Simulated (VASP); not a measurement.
Runs of VASP 6.6.1 on Cu. Symmetry: P6_3/mmc, No. 194, hexagonal system. Conventional cell: a = 2.569 Å, b = 2.569 Å, c = 4.190 Å, α = 90.00°, β = 90.00°, γ = 120.00°. Around Cu (site symmetry -6m2) lie 12 Cu at 2.57 Å. The cell was built by a generator and needn't be a form met in nature.

```csv
task,level,cell,k mesh,cutoff (eV),gap on the mesh (eV),pressure (GPa)
single point,r2SCAN,"P6_3/mmc, 11.98 Å³/atom",18 × 18 × 10,520,none,-5.7
relaxation of cell and atoms,PBE,relaxed,8 × 8 × 6,600,none,-0.1
single point,PBE,"P6_3/mmc, 11.98 Å³/atom",8 × 8 × 6,520,none,1.2
single point,r2SCAN,"P6_3/mmc, 11.45 Å³/atom",18 × 18 × 10,520,none,(a)
```

Alike in all rows: potentials or basis VASP PAW PBE potentials, release 64 (Cu); no spin polarisation; smearing gaussian 0.05 eV.

Estimate the missing entries.

(a) 0.7.

Caveats: the PAW data sets were made with another functional, which shifts forces and pressure a little (some runs).

A gap of «none» marks a metal or a gap under the smearing width.
